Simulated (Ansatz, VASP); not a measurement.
InP in VASP and in Ansatz

```
In P
1.0
     0.00000    2.72957    2.72957
     2.72957    0.00000    2.72957
     2.72957    2.72957    0.00000
In P
1 1
Direct
  0.00000 0.00000 0.00000
  0.50000 0.50000 0.50000
```

Alike in both runs: functional PBEsol; k mesh 14 × 14 × 14; occupations gaussian, width 0.1 eV; no spin polarisation.

Ansatz relaxed the structure, and its values are those at the end. VASP's run is a single point on that final structure, the one shown.

|  | VASP | Ansatz |
| --- | --- | --- |
| version | VASP 6.6.1 | Ansatz 0.2.0 |
| potentials or method | VASP PAW PBE potentials, release 64 (In_d, P) | scalar-relativistic, plane waves, PAW |
| plane-wave cutoff (eV) | 520 | 420 |
| valence electrons in the cell | 18 | 18 |

|  | VASP | Ansatz | Ansatz less VASP |
| --- | --- | --- | --- |
| gap on the k mesh at the Fermi level (eV) | none | none | - |
| pressure (GPa) | 0.0 | 0.0 | -0.03 |

A gap of «none» marks a metal or a gap that the smearing closes.

Caveats: the PAW data sets were made with another functional, which shifts forces and pressure a little (VASP).
